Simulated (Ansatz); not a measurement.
Input file for Ansatz (a quantum-chemistry and plane-wave program):

Ansatz 0.2 input:
```yaml
crystal:
  lattice:
    - [6.390444825, 0.0, 0.0]
    - [0.0, 6.390444825, 0.0]
    - [0.0, 0.0, 6.390444825]
  atoms:
    - { symbol: Cs, position: [0.5, 0.5, 0.5] }
    - { symbol: Pb, position: [0.0, 0.0, 0.0] }
    - { symbol: I, position: [0.0, 0.0, 0.5] }
    - { symbol: I, position: [0.5, 0.0, 0.0] }
    - { symbol: I, position: [0.0, 0.5, 0.0] }
kpoints:
  mp_grid: { grid: [3, 3, 3] }
hamiltonian:
  xc: hse06
  pseudopotentials: { kind: paw }
scf:
  n_extra_bands: 6
  occupations: { method: fixed }
output:
  eigenvalues: true
  eigenstates:
    e_range: [-9.0, 10.2]
    kpoints:
      - [0.5, 0.5, 0.5]  # VBM
      - [0.5, 0.5, 0.5]  # CBM
      - [0.0, 0.0, 0.0]  # GAMMA
      - [0.5, 0.5, 0.5]  # R
      - [0.5, 0.5, 0.0]  # M
      - [0.0, 0.5, 0.0]  # X
```

Output (shortened):

```
Pseudopotential: Cs, paw, valence charge 9
Pseudopotential: Pb, paw, valence charge 14
Pseudopotential: I, paw, valence charge 17
Functional definition: HSE06
davidson cushion auto → on  (no smearing: the cushion is to keep the highest requested band from converging to the state above it …
Crystal: 5 atoms, lattice volume = 260.972 Å³
Basis set: ecut = 420 eV, 5137 PW (Γ)
Bands: 43, of which v1, the nominal top of the filled ones, is band 37 counted from 1 (36 counted from 0)
Symmetry: 48 space group operations
Space group: Pm-3m (ITA 221), of the structure as read, at distance tolerance 6.4e-5 Å
k-points: 4 of 27
SCF iter   1: F=—  HF=-40121.121051 eV  |F-HF|=—  |Δ(HF+E_count)|=         —  Δρ=1.50e-3  dr2=1.16e-2  ethr=1.77e-3  ⟨swp⟩=15.0  Hψ=754  notcnv=0
preconditioner: auto → none
iter 2 solved again at ethr=7.53e-7 eV; its pass at ethr=1.56e-5 eV (dr2=5.57e-4 eV) is discarded
SCF iter   2: F=-40121.121147 eV  HF=-40121.121249 eV  |F-HF|=1.02e-4  |Δ(HF+E_count)|=   1.98e-4  Δρ=4.79e-4  dr2=5.50e-4  ethr=7.53e-7  ⟨swp⟩=4.2  Hψ=1049  notcnv=0  defer=6
SCF 1 stopped early in 2 iterations: F = -40121.121147 eV  dr2 = 5.50e-4
Crystal: 5 atoms, lattice volume = 260.972 Å³
Exchange kernel: α = 0.2500, screened, ω = 0.2079 Å⁻¹, Wigner–Seitz truncation, v(0) = 1044.4415 eV·Å³, q-mesh 3×3×3, nearest image of the exchange supercell L …
Frozen-core exchange: fock
SCF iter   1: F=—  HF=-40143.970388 eV  |F-HF|=—  |Δ(HF+E_count)|=         —  Δρ=2.72e-3  dr2=2.39e-2  ethr=7.44e-6  ⟨swp⟩=9.2  Hψ=826  notcnv=0
preconditioner: auto → none
SCF iter   2: F=—  HF=-40143.962431 eV  |F-HF|=—  |Δ(HF+E_count)|=   7.96e-3  Δρ=9.73e-4  dr2=2.71e-3  ethr=7.44e-6  ⟨swp⟩=4.0  Hψ=492  notcnv=0
SCF iter   3: F=—  HF=-40143.971387 eV  |F-HF|=—  |Δ(HF+E_count)|=   8.96e-3  Δρ=5.01e-4  dr2=7.40e-4  ethr=2.24e-6  ⟨swp⟩=4.2  Hψ=576  notcnv=0
SCF iter   4: F=—  HF=-40143.971219 eV  |F-HF|=—  |Δ(HF+E_count)|=   1.68e-4  Δρ=1.18e-4  dr2=3.84e-5  ethr=9.27e-7  ⟨swp⟩=3.8  Hψ=439  notcnv=0
SCF iter   5: F=-40143.971337 eV  HF=-40143.971339 eV  |F-HF|=2.03e-6  |Δ(HF+E_count)|=   1.20e-4  Δρ=4.40e-5  dr2=6.09e-6  ethr=3.00e-8  ⟨swp⟩=5.2  Hψ=532  notcnv=0
SCF 2 stopped early in 5 iterations: F = -40143.971337 eV  dr2 = 6.09e-6
hybrid outer 1: dexx = +9.992e-3 eV, tail = 4.48e-5 eV
Crystal: 5 atoms, lattice volume = 260.972 Å³
Exchange kernel: α = 0.2500, screened, ω = 0.2079 Å⁻¹, Wigner–Seitz truncation, v(0) = 1044.4415 eV·Å³, q-mesh 3×3×3, nearest image of the exchange supercell L …
Frozen-core exchange: fock
SCF iter   1: F=—  HF=-40143.971064 eV  |F-HF|=—  |Δ(HF+E_count)|=         —  Δρ=2.29e-5  dr2=1.49e-6  ethr=3.03e-7  ⟨swp⟩=3.5  Hψ=395  notcnv=0
preconditioner: auto → none
iter 2 solved again at ethr=1.33e-10 eV; its pass at ethr=1.93e-9 eV (dr2=9.86e-8 eV) is discarded
SCF iter   2: F=—  HF=-40143.971064 eV  |F-HF|=—  |Δ(HF+E_count)|=   3.99e-7  Δρ=8.72e-6  dr2=1.71e-7  ethr=1.33e-10  ⟨swp⟩=2.2  Hψ=1000  notcnv=0
SCF iter   3: F=-40143.971064 eV  HF=-40143.971064 eV  |F-HF|=1.42e-8  |Δ(HF+E_count)|=   4.39e-7  Δρ=4.47e-6  dr2=3.68e-8  ethr=1.33e-10  ⟨swp⟩=5.0  Hψ=549  notcnv=0  defer=2
SCF 3 converged in 3 iterations: F = -40143.971064 eV  dr2 = 3.68e-8
hybrid outer 2: dexx = +4.727e-7 eV, tail = 8.90e-8 eV, Δε = 4.80e-3 eV (about 3.35e-4 eV left of the loop's levels)
NSCF: frozen V_eff on 6 k-points
hybrid SCF converged: 2 outer / 8 inner (+2 warm-up), last move |dexx| = 4.73e-7 eV, tail = 8.90e-8 eV
Stability not checked (fock_operator)
Free energy (F): -40143.971064 eV
Frozen-core exchange: fock
Harris-Foulkes:  -40143.971064 eV  (|F-HF|=1.42e-8)
Internal energy: -40143.971064 eV  (E = F + TS)
E sigma→0 (E₀):  -40143.971064 eV
Fermi energy:    2.208354 eV
--- Per-component energies (eV) ---
  E_band       = -1568.224293
  E_kinetic    = 992.000172
  E_local      = -9209.459536  (includes V_loc(G=0)·N_el)
  E_nonlocal   = 106.944645
  E_hartree    = 4468.508106
  E_xc         = -624.809494
  E_vxc        = -515.659487  (∫ρ·V_xc dr)
  E_exx        = -197.885795  (= α·E_x^exact, valence–valence)
  E_paw        = -29898.864055  (= ΣΔE_a)
  E_vpaw       = -1483.296506  (= ΣTr[D̂ρ^β])
  E_aug_tail   = -0.000015  (compensation charges beyond the density's cutoff)
  E_ewald      = -5779.505640
  E_core_change = -0.899452  (= ΣΔE_core)
  E_smearing   =  0.000000  (= −TS)
  E_closure    =  0.000000  (closes the sum)
  Σ components = -40143.971064   (vs F -40143.971064, Δ=7.28e-12)
  [band-id]    e_kinetic+e_local+e_nonlocal+2·e_hartree+e_vxc+2·e_exx+e_vpaw+e_augmentation_tail = -1568.226106   (vs E_band -1568.224293, Δ=-1.81e-3)
--- Band table (eV) ---
  k-point 0: bands = ["-43.4063", "-43.4062", "-43.4062", "-43.3661", "-43.3661", "-43.3661", "-43.3658", "-43.3658", "-43.3658", "-43.2609", "-43.2609", "-43.2609", "-43.2603", "-43.2603", "-43.2603", "-19.8394", "-15.1140", "-15.1140", "-15.0488", …
  k-point 1: bands = ["-43.4063", "-43.4062", "-43.4062", "-43.3661", "-43.3660", "-43.3660", "-43.3659", "-43.3659", "-43.3658", "-43.2609", "-43.2609", "-43.2609", "-43.2603", "-43.2603", "-43.2603", "-19.8392", "-15.1140", "-15.1067", "-15.0493", …
  k-point 2: bands = ["-43.4063", "-43.4062", "-43.4062", "-43.3660", "-43.3660", "-43.3660", "-43.3659", "-43.3659", "-43.3659", "-43.2609", "-43.2609", "-43.2609", "-43.2603", "-43.2603", "-43.2603", "-19.8390", "-15.1104", "-15.1028", "-15.0498", …
  k-point 3: bands = ["-43.4062", "-43.4062", "-43.4062", "-43.3660", "-43.3660", "-43.3660", "-43.3659", "-43.3659", "-43.3659", "-43.2609", "-43.2609", "-43.2609", "-43.2603", "-43.2603", "-43.2603", "-19.8388", "-15.1028", "-15.1028", "-15.0497", …
```

Cost: roughly 6 core-minutes on shared cores.

The points marked VBM and CBM come from a semilocal run.

This is a known high-temperature phase of the composition, computed here at zero pressure and temperature. The PBE relaxation kept the symmetry of its start; of distortions, only those at the zone centre were tested, and some modes there are weakly imaginary. Spin–orbit coupling is left out wherever it is not named.

Potentials: the later of the program's two PAW sets.

Ansatz is a plane-wave DFT program.
